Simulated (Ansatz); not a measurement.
# Beryllium, hcp under LDA: convergence with the cold (Marzari-Vanderbilt) smearing

How small must the cold (Marzari-Vanderbilt) smearing width be for energy and pressure to settle? The geometry was relaxed under LDA beforehand and stays fixed; 7 values are run, from 0.01 to 1.0 eV. Wanted are the values from which on the energy stays within 10 and 1 meV/atom, and the pressure within 0.5 GPa, of the narrowest run. Within the series other settings stay, but some runs also write fields, which adds to their time. Spin polarisation is left out.

Method: DFT LDA, plane waves with PAW, scalar-relativistic, in Ansatz 0.2.0.

**1. The structure to begin with**

Symmetry: P6_3/mmc, No. 194, hexagonal system. The conventional cell has a = 2.230 Å, b = 2.230 Å, c = 3.508 Å, α = 90.00°, β = 90.00°, γ = 120.00°. Be (site symmetry -6m2) has 12 Be at 2.18 to 2.23 Å as nearest neighbours.

Coordinates:

```xyz
2
Lattice="2.2295 0.0000 0.0000 -1.1148 1.9308 0.0000 0.0000 0.0000 3.5083" Properties=species:S:1:pos:R:3 pbc="T T T"
Be    0.0000    1.2872    0.8771
Be    1.1148    0.6436    2.6312
```

**2. Width 0.01 eV**

The run at 0.01 eV.

File input.yaml:

```yaml
crystal:
  lattice:
    - [2.2295160349, 0.0, 0.0]
    - [-1.1147580175, 1.9308175243, 0.0]
    - [0.0, 0.0, 3.5083258361]
  atoms:
    - { symbol: Be, position: [0.3333333333, 0.6666666667, 0.25] }
    - { symbol: Be, position: [0.6666666667, 0.3333333333, 0.75] }
hamiltonian:
  xc: lda
  pseudopotentials:
    kind: paw
    azcp:
      Be: "pseudopotentials/Be.paw.azcp"
basis:
  ecutwfc: 420
  fft_grid_basis: typed
kpoints:
  mp_grid: { grid: [16, 16, 9], shift: [0, 0, 0] }
magnetization:
  spin_polarized: false
scf:
  occupations: { method: cold, width: 0.01 }
  lower_state_search: "off"
output:
  stress: true
```

Started as:

```
$ ansatz run input.yaml --threads 2 --pin off --max-ram 5120MiB --backend cpu --events-out ev --progress --plain --runs-dir out
```

Output (excerpt; [...] marks lines left out):

```text
Warning: <dir> the record states the generating functional pbe (its physics header spells it `PBE`), which answers neither for hamiltonian.xc's functional nor for the lda family's — results may be inconsistent (PPs are generated against a specific XC)
Warning: RAYON_NUM_THREADS=2 ignored (pool sized by the plan → 2); use --threads N
[...]
Pseudopotentials: kind: paw
Pseudopotential: Be, paw, valence charge 2, recommended cutoff 420 eV (normal), <dir>
Functional definition: SPW92
[...]
Crystal: 2 atoms, lattice volume = 15.103 Å³
Basis set: ecut = 420 eV, 299 PW (Γ)
Bands: 6, of which v1, the nominal top of the filled ones, is band 2 counted from 1 (1 counted from 0)
Symmetry: 24 space group operations
Space group: P63/mmc (ITA 194), of the structure as read, at distance tolerance 2.5e-5 Å
k-points: 150 of 2304
[...]
SCF iter   1: F=—  HF=-176.473514 eV  |F-HF|=—  |Δ(HF+E_count)|=         —  Δρ=2.39e-3  dr2=4.89e-4  ethr=1.77e-3  ⟨swp⟩=6.0  Hψ=8317  notcnv=0
[...]
SCF iter   4: F=-176.473240 eV  HF=-176.473240 eV  |F-HF|=7.92e-11  |Δ(HF+E_count)|=   5.07e-9  S|Δr|=    0.00e0  Δρ=1.64e-6  dr2=1.35e-10  ethr=4.66e-10  ⟨swp⟩=2.0  Hψ=2517  notcnv=0
[...]
SCF converged after 4 iterations
Stability not checked: this state was not tested for a lower state beside it, because cold or Methfessel-Paxton smearing, or corrected tetrahedra, fill the levels in a way that the test cannot read (fill_not_monotonic; see scf.lower_state_search)
Free energy (F): -176.473240 eV
[...]
E sigma→0 (E₀):  -176.473243 eV
Entropy (-TS):   0.000008 eV (0.004 meV/atom)
Fermi energy:    8.316440 eV
Step filling:    the computed levels leave a gap of 0.0269 eV = 2.7 smearing widths at the electron count; against every level under it full and every level over it empty, smearing changes F+E_penalty+E_count by +8.47e-3 meV and its σ→0 estimate by +5.75e-3 meV
[...]
--- Stress (GPa, compression-positive) ---
        0.132133      -0.000000       0.000000
       -0.000000       0.132133       0.000000
        0.000000       0.000000      -0.290522
  P = ⅓ Tr σ = -0.0088 GPa (-0.088 kbar)
```

Run time: 0.68 s. Hardware: 2 threads of Arm Neoverse V1, shared host; peak memory 0.26 GiB.

**3. Width 0.03 eV**

The run at 0.03 eV.

input.yaml, as its differences from that of step 2:

```diff
@@ -22,3 +22,3 @@
 scf:
-  occupations: { method: cold, width: 0.01 }
+  occupations: { method: cold, width: 0.03 }
   lower_state_search: "off"
@@ -26 +26,5 @@
   stress: true
+  write_density: true
+  write_potential: true
+  elf: true
+  volumetric_format: npy
```

Started as:

```
$ ansatz run input.yaml --threads 2 --pin off --max-ram 5120MiB --backend cpu --events-out ev --progress --plain --runs-dir out
```

Output (excerpt; [...] marks lines left out):

```text
Warning: <dir> the record states the generating functional pbe (its physics header spells it `PBE`), which answers neither for hamiltonian.xc's functional nor for the lda family's — results may be inconsistent (PPs are generated against a specific XC)
Warning: RAYON_NUM_THREADS=2 ignored (pool sized by the plan → 2); use --threads N
[...]
[... 3 set-up lines as earlier in the session ...]
[...]
Crystal: 2 atoms, lattice volume = 15.103 Å³
Basis set: ecut = 420 eV, 299 PW (Γ)
Bands: 6, of which v1, the nominal top of the filled ones, is band 2 counted from 1 (1 counted from 0)
[... 2 set-up lines as earlier in the session ...]
k-points: 150 of 2304
[...]
SCF iter   1: F=—  HF=-176.473549 eV  |F-HF|=—  |Δ(HF+E_count)|=         —  Δρ=2.39e-3  dr2=4.88e-4  ethr=1.77e-3  ⟨swp⟩=5.7  Hψ=8318  notcnv=0
[...]
SCF iter   4: F=-176.473255 eV  HF=-176.473255 eV  |F-HF|=1.09e-10  |Δ(HF+E_count)|=   7.88e-9  S|Δr|=    0.00e0  Δρ=1.64e-6  dr2=1.28e-10  ethr=6.52e-10  ⟨swp⟩=4.0  Hψ=3152  notcnv=0
[...]
SCF converged after 4 iterations
Stability not checked: this state was not tested for a lower state beside it, because cold or Methfessel-Paxton smearing, or corrected tetrahedra, fill the levels in a way that the test cannot read (fill_not_monotonic; see scf.lower_state_search)
Free energy (F): -176.473255 eV
[...]
E sigma→0 (E₀):  -176.473234 eV
Entropy (-TS):   -0.000063 eV (-0.031 meV/atom)
Fermi energy:    8.323736 eV
Step filling:    the computed levels leave a gap of 0.0269 eV = 0.9 smearing widths at the electron count; against every level under it full and every level over it empty, smearing changes F+E_penalty+E_count by -6.59e-3 meV and its σ→0 estimate by +0.014 meV
[...]
--- Stress (GPa, compression-positive) ---
        0.108433      -0.000000       0.000000
        0.000000       0.108433       0.000000
        0.000000       0.000000      -0.258127
  P = ⅓ Tr σ = -0.0138 GPa (-0.138 kbar)
--- Band table (eV; the first three rows and the last of 150) ---
  k-point 0: bands = ["-3.0886", "3.7616", "9.7610", "24.6515", "24.6515", "27.5836"]
[...]
```

Run time: 0.94 s. Hardware: 2 threads of Arm Neoverse V1, shared host; peak memory 0.26 GiB.

**4. Width 0.1 eV**

The run at 0.1 eV.

input.yaml, as its differences from that of step 3:

```diff
@@ -22,3 +22,3 @@
 scf:
-  occupations: { method: cold, width: 0.03 }
+  occupations: { method: cold, width: 0.1 }
   lower_state_search: "off"
```

Started as:

```
$ ansatz run input.yaml --threads 2 --pin off --max-ram 5120MiB --backend cpu --events-out ev --progress --plain --runs-dir out
```

Output (excerpt; [...] marks lines left out):

```text
Warning: <dir> the record states the generating functional pbe (its physics header spells it `PBE`), which answers neither for hamiltonian.xc's functional nor for the lda family's — results may be inconsistent (PPs are generated against a specific XC)
Warning: RAYON_NUM_THREADS=2 ignored (pool sized by the plan → 2); use --threads N
[...]
[... 3 set-up lines as earlier in the session ...]
[...]
Crystal: 2 atoms, lattice volume = 15.103 Å³
Basis set: ecut = 420 eV, 299 PW (Γ)
Bands: 6, of which v1, the nominal top of the filled ones, is band 2 counted from 1 (1 counted from 0)
[... 2 set-up lines as earlier in the session ...]
k-points: 150 of 2304
[...]
SCF iter   1: F=—  HF=-176.473808 eV  |F-HF|=—  |Δ(HF+E_count)|=         —  Δρ=2.41e-3  dr2=4.93e-4  ethr=1.77e-3  ⟨swp⟩=5.4  Hψ=8023  notcnv=0
[...]
SCF iter   4: F=-176.473500 eV  HF=-176.473500 eV  |F-HF|=1.04e-9  |Δ(HF+E_count)|=   7.97e-7  S|Δr|=    0.00e0  Δρ=7.60e-6  dr2=5.36e-9  ethr=1.56e-9  ⟨swp⟩=5.8  Hψ=2784  notcnv=0
[...]
SCF converged after 4 iterations
Stability not checked: this state was not tested for a lower state beside it, because cold or Methfessel-Paxton smearing, or corrected tetrahedra, fill the levels in a way that the test cannot read (fill_not_monotonic; see scf.lower_state_search)
Free energy (F): -176.473500 eV
[...]
E sigma→0 (E₀):  -176.473355 eV
Entropy (-TS):   -0.000434 eV (-0.217 meV/atom)
Fermi energy:    8.327064 eV
Step filling:    the computed levels leave a gap of 0.0270 eV = 0.3 smearing widths at the electron count; against every level under it full and every level over it empty, smearing changes F+E_penalty+E_count by -0.251 meV and its σ→0 estimate by -0.106 meV
[...]
--- Stress (GPa, compression-positive) ---
        0.044075      -0.000000       0.000000
        0.000000       0.044075       0.000000
        0.000000       0.000000      -0.149954
  P = ⅓ Tr σ = -0.0206 GPa (-0.206 kbar)
--- Band table (eV; the first three rows and the last of 150) ---
  k-point 0: bands = ["-3.0887", "3.7617", "9.7608", "24.6515", "24.6515", "27.5836"]
[...]
```

Wall time 0.95 s (2 threads of Arm Neoverse V1, shared host); peak memory 0.26 GiB.

**5. Width 0.2 eV**

The run at 0.2 eV.

input.yaml, as its differences from that of step 4:

```diff
@@ -22,3 +22,3 @@
 scf:
-  occupations: { method: cold, width: 0.1 }
+  occupations: { method: cold, width: 0.2 }
   lower_state_search: "off"
```

Started as:

```
$ ansatz run input.yaml --threads 2 --pin off --max-ram 5120MiB --backend cpu --events-out ev --progress --plain --runs-dir out
```

Output (excerpt; [...] marks lines left out):

```text
Warning: <dir> the record states the generating functional pbe (its physics header spells it `PBE`), which answers neither for hamiltonian.xc's functional nor for the lda family's — results may be inconsistent (PPs are generated against a specific XC)
Warning: RAYON_NUM_THREADS=2 ignored (pool sized by the plan → 2); use --threads N
[...]
[... 3 set-up lines as earlier in the session ...]
[...]
Crystal: 2 atoms, lattice volume = 15.103 Å³
Basis set: ecut = 420 eV, 299 PW (Γ)
Bands: 6, of which v1, the nominal top of the filled ones, is band 2 counted from 1 (1 counted from 0)
[... 2 set-up lines as earlier in the session ...]
k-points: 150 of 2304
[...]
SCF iter   1: F=—  HF=-176.473990 eV  |F-HF|=—  |Δ(HF+E_count)|=         —  Δρ=2.43e-3  dr2=5.04e-4  ethr=1.77e-3  ⟨swp⟩=5.4  Hψ=7638  notcnv=0
[...]
SCF iter   4: F=-176.473713 eV  HF=-176.473713 eV  |F-HF|=1.44e-10  |Δ(HF+E_count)|=   8.11e-9  S|Δr|=    0.00e0  Δρ=1.67e-6  dr2=1.35e-10  ethr=7.06e-10  ⟨swp⟩=4.0  Hψ=3155  notcnv=0
[...]
SCF converged after 4 iterations
Stability not checked: this state was not tested for a lower state beside it, because cold or Methfessel-Paxton smearing, or corrected tetrahedra, fill the levels in a way that the test cannot read (fill_not_monotonic; see scf.lower_state_search)
Free energy (F): -176.473713 eV
[...]
E sigma→0 (E₀):  -176.473904 eV
Entropy (-TS):   0.000574 eV (0.287 meV/atom)
Fermi energy:    8.281066 eV
Step filling:    the computed levels leave a gap of 0.0270 eV = 0.1 smearing widths at the electron count; against every level under it full and every level over it empty, smearing changes F+E_penalty+E_count by -0.464 meV and its σ→0 estimate by -0.655 meV
[...]
--- Stress (GPa, compression-positive) ---
        0.032244      -0.000000       0.000000
       -0.000000       0.032244       0.000000
        0.000000       0.000000      -0.153022
  P = ⅓ Tr σ = -0.0295 GPa (-0.295 kbar)
--- Band table (eV; the first three rows and the last of 150) ---
  k-point 0: bands = ["-3.0887", "3.7618", "9.7607", "24.6514", "24.6514", "27.5835"]
[...]
```

It took 0.91 s on 2 threads of Arm Neoverse V1, shared host; peak memory 0.26 GiB.

**6. Width 0.3 eV**

The run at 0.3 eV.

input.yaml, as its differences from that of step 5:

```diff
@@ -22,3 +22,3 @@
 scf:
-  occupations: { method: cold, width: 0.2 }
+  occupations: { method: cold, width: 0.3 }
   lower_state_search: "off"
```

Started as:

```
$ ansatz run input.yaml --threads 2 --pin off --max-ram 5120MiB --backend cpu --events-out ev --progress --plain --runs-dir out
```

Output (excerpt; [...] marks lines left out):

```text
Warning: <dir> the record states the generating functional pbe (its physics header spells it `PBE`), which answers neither for hamiltonian.xc's functional nor for the lda family's — results may be inconsistent (PPs are generated against a specific XC)
Warning: RAYON_NUM_THREADS=2 ignored (pool sized by the plan → 2); use --threads N
[...]
[... 3 set-up lines as earlier in the session ...]
[...]
Crystal: 2 atoms, lattice volume = 15.103 Å³
Basis set: ecut = 420 eV, 299 PW (Γ)
Bands: 6, of which v1, the nominal top of the filled ones, is band 2 counted from 1 (1 counted from 0)
[... 2 set-up lines as earlier in the session ...]
k-points: 150 of 2304
[...]
SCF iter   1: F=—  HF=-176.472963 eV  |F-HF|=—  |Δ(HF+E_count)|=         —  Δρ=2.41e-3  dr2=4.93e-4  ethr=1.77e-3  ⟨swp⟩=5.2  Hψ=7485  notcnv=0
[...]
SCF iter   4: F=-176.472718 eV  HF=-176.472718 eV  |F-HF|=1.83e-10  |Δ(HF+E_count)|=   5.09e-9  S|Δr|=    0.00e0  Δρ=1.90e-6  dr2=1.88e-10  ethr=5.30e-10  ⟨swp⟩=4.0  Hψ=3158  notcnv=0
[...]
SCF converged after 4 iterations
Stability not checked: this state was not tested for a lower state beside it, because cold or Methfessel-Paxton smearing, or corrected tetrahedra, fill the levels in a way that the test cannot read (fill_not_monotonic; see scf.lower_state_search)
Free energy (F): -176.472718 eV
[...]
E sigma→0 (E₀):  -176.474325 eV
Entropy (-TS):   0.004821 eV (2.410 meV/atom)
Fermi energy:    8.195169 eV
Step filling:    the computed levels leave a gap of 0.0270 eV = 0.1 smearing widths at the electron count; against every level under it full and every level over it empty, smearing changes F+E_penalty+E_count by +0.531 meV and its σ→0 estimate by -1.075 meV
[...]
--- Stress (GPa, compression-positive) ---
        0.077937       0.000000       0.000000
       -0.000000       0.077937       0.000000
        0.000000       0.000000      -0.259152
  P = ⅓ Tr σ = -0.0344 GPa (-0.344 kbar)
--- Band table (eV; the first three rows and the last of 150) ---
  k-point 0: bands = ["-3.0886", "3.7618", "9.7607", "24.6515", "24.6515", "27.5836"]
[...]
```

It took 0.92 s on 2 threads of Arm Neoverse V1, shared host; peak memory 0.26 GiB.

**7. Width 0.6 eV**

The run at 0.6 eV.

input.yaml, as its differences from that of step 6:

```diff
@@ -22,3 +22,3 @@
 scf:
-  occupations: { method: cold, width: 0.3 }
+  occupations: { method: cold, width: 0.6 }
   lower_state_search: "off"
```

Started as:

```
$ ansatz run input.yaml --threads 2 --pin off --max-ram 5120MiB --backend cpu --events-out ev --progress --plain --runs-dir out
```

Output (excerpt; [...] marks lines left out):

```text
Warning: <dir> the record states the generating functional pbe (its physics header spells it `PBE`), which answers neither for hamiltonian.xc's functional nor for the lda family's — results may be inconsistent (PPs are generated against a specific XC)
Warning: RAYON_NUM_THREADS=2 ignored (pool sized by the plan → 2); use --threads N
[...]
[... 3 set-up lines as earlier in the session ...]
[...]
Crystal: 2 atoms, lattice volume = 15.103 Å³
Basis set: ecut = 420 eV, 299 PW (Γ)
Bands: 6, of which v1, the nominal top of the filled ones, is band 2 counted from 1 (1 counted from 0)
[... 2 set-up lines as earlier in the session ...]
k-points: 150 of 2304
[...]
SCF iter   1: F=—  HF=-176.467256 eV  |F-HF|=—  |Δ(HF+E_count)|=         —  Δρ=2.41e-3  dr2=4.95e-4  ethr=1.77e-3  ⟨swp⟩=5.1  Hψ=7458  notcnv=0
[...]
SCF iter   4: F=-176.466998 eV  HF=-176.466998 eV  |F-HF|=4.22e-10  |Δ(HF+E_count)|=   7.75e-7  S|Δr|=    0.00e0  Δρ=6.64e-6  dr2=3.91e-9  ethr=1.97e-9  ⟨swp⟩=5.8  Hψ=2808  notcnv=0
[...]
SCF converged after 4 iterations
Stability not checked: this state was not tested for a lower state beside it, because cold or Methfessel-Paxton smearing, or corrected tetrahedra, fill the levels in a way that the test cannot read (fill_not_monotonic; see scf.lower_state_search)
Free energy (F): -176.466998 eV
[...]
E sigma→0 (E₀):  -176.471210 eV
Entropy (-TS):   0.012635 eV (6.317 meV/atom)
Fermi energy:    8.245111 eV
Step filling:    the computed levels leave a gap of 0.0270 eV = 0.0 smearing widths at the electron count; against every level under it full and every level over it empty, smearing changes F+E_penalty+E_count by +6.251 meV and its σ→0 estimate by +2.039 meV
[...]
--- Stress (GPa, compression-positive) ---
       -0.097328       0.000000       0.000000
       -0.000000      -0.097328       0.000000
        0.000000       0.000000      -0.041570
  P = ⅓ Tr σ = -0.0787 GPa (-0.787 kbar)
--- Band table (eV; the first three rows and the last of 150) ---
  k-point 0: bands = ["-3.0886", "3.7618", "9.7607", "24.6515", "24.6515", "27.5836"]
[...]
```

Run time: 0.96 s. Hardware: 2 threads of Arm Neoverse V1, shared host; peak memory 0.26 GiB.

**8. Width 1.0 eV**

The run at 1.0 eV.

input.yaml, as its differences from that of step 7:

```diff
@@ -22,3 +22,3 @@
 scf:
-  occupations: { method: cold, width: 0.6 }
+  occupations: { method: cold, width: 1.0 }
   lower_state_search: "off"
```

Started as:

```
$ ansatz run input.yaml --threads 2 --pin off --max-ram 5120MiB --backend cpu --events-out ev --progress --plain --runs-dir out
```

Output (excerpt; [...] marks lines left out):

```text
Warning: <dir> the record states the generating functional pbe (its physics header spells it `PBE`), which answers neither for hamiltonian.xc's functional nor for the lda family's — results may be inconsistent (PPs are generated against a specific XC)
Warning: RAYON_NUM_THREADS=2 ignored (pool sized by the plan → 2); use --threads N
[...]
[... 3 set-up lines as earlier in the session ...]
[...]
Crystal: 2 atoms, lattice volume = 15.103 Å³
Basis set: ecut = 420 eV, 299 PW (Γ)
Bands: 6, of which v1, the nominal top of the filled ones, is band 2 counted from 1 (1 counted from 0)
[... 2 set-up lines as earlier in the session ...]
k-points: 150 of 2304
[...]
SCF iter   1: F=—  HF=-176.454670 eV  |F-HF|=—  |Δ(HF+E_count)|=         —  Δρ=2.45e-3  dr2=5.14e-4  ethr=1.77e-3  ⟨swp⟩=5.2  Hψ=7472  notcnv=0
[...]
SCF iter   4: F=-176.454389 eV  HF=-176.454389 eV  |F-HF|=7.44e-10  |Δ(HF+E_count)|=   8.03e-7  S|Δr|=    0.00e0  Δρ=7.68e-6  dr2=5.32e-9  ethr=1.66e-9  ⟨swp⟩=5.9  Hψ=2973  notcnv=0
[...]
SCF converged after 4 iterations
Stability not checked: this state was not tested for a lower state beside it, because cold or Methfessel-Paxton smearing, or corrected tetrahedra, fill the levels in a way that the test cannot read (fill_not_monotonic; see scf.lower_state_search)
Free energy (F): -176.454389 eV
[...]
E sigma→0 (E₀):  -176.469793 eV
Entropy (-TS):   0.046212 eV (23.106 meV/atom)
Fermi energy:    8.260961 eV
Step filling:    the computed levels leave a gap of 0.0270 eV = 0.0 smearing widths at the electron count; against every level under it full and every level over it empty, smearing changes F+E_penalty+E_count by +18.861 meV and its σ→0 estimate by +3.457 meV
[...]
--- Stress (GPa, compression-positive) ---
       -0.526395      -0.000000       0.000000
       -0.000000      -0.526395       0.000000
        0.000000       0.000000       0.349336
  P = ⅓ Tr σ = -0.2345 GPa (-2.345 kbar)
--- Band table (eV; the first three rows and the last of 150) ---
  k-point 0: bands = ["-3.0887", "3.7618", "9.7605", "24.6513", "24.6513", "27.5835"]
[...]
```

Wall time 0.96 s (2 threads of Arm Neoverse V1, shared host); peak memory 0.26 GiB.

**9. The series**

Energies count from the run at 0.01 eV.

```csv
smearing (eV),F (meV/atom),E(σ → 0) (meV/atom),P (GPa),SCF cycles,CPU time
0.01,0.00,0.00,-0.01,4,1.2 s
0.03,-0.01,0.00,-0.01,4,1.7 s
0.1,-0.13,-0.06,-0.02,4,1.7 s
0.2,-0.24,-0.33,-0.03,4,1.6 s
0.3,0.26,-0.54,-0.03,4,1.7 s
0.6,3.12,1.02,-0.08,4,1.7 s
1.0,9.43,1.72,-0.23,4,1.7 s
```

**10. Outcome**

| quantity | value |
| --- | --- |
| E(σ → 0) stays within 10 meV/atom of 0.01 eV | up to 1.0 eV |
| E(σ → 0) stays within 1 meV/atom | up to 0.3 eV |
| pressure stays within 0.5 GPa | up to 1.0 eV |
| pressure at 0.01 eV | -0.01 GPa |
| energy of a separate run on a finer mesh (26×26×15) | +0.8 meV/atom from 0.01 eV |

**Reading.** The far end, 1.0 eV, lies +1.7 meV/atom and -0.2 GPa from the yardstick. The free energy F moves by +9.4 meV/atom over the range, and the estimate for σ → 0 by +1.7. This scheme cancels the term in the square of the width, so F moves little up to 0.2 eV. The mesh (16×16×9) is fixed, so the narrowest widths carry a k-point error of their own. The yardstick itself is unsettled by 0.8 meV/atom against the finer mesh, so the thresholds above hold only within this series, and wider smearing, which averages over more states, can land nearer the fine-mesh value than the narrowest does. The cell taken over is 7 % smaller than the measured one (8.11 Å³/atom, COD).
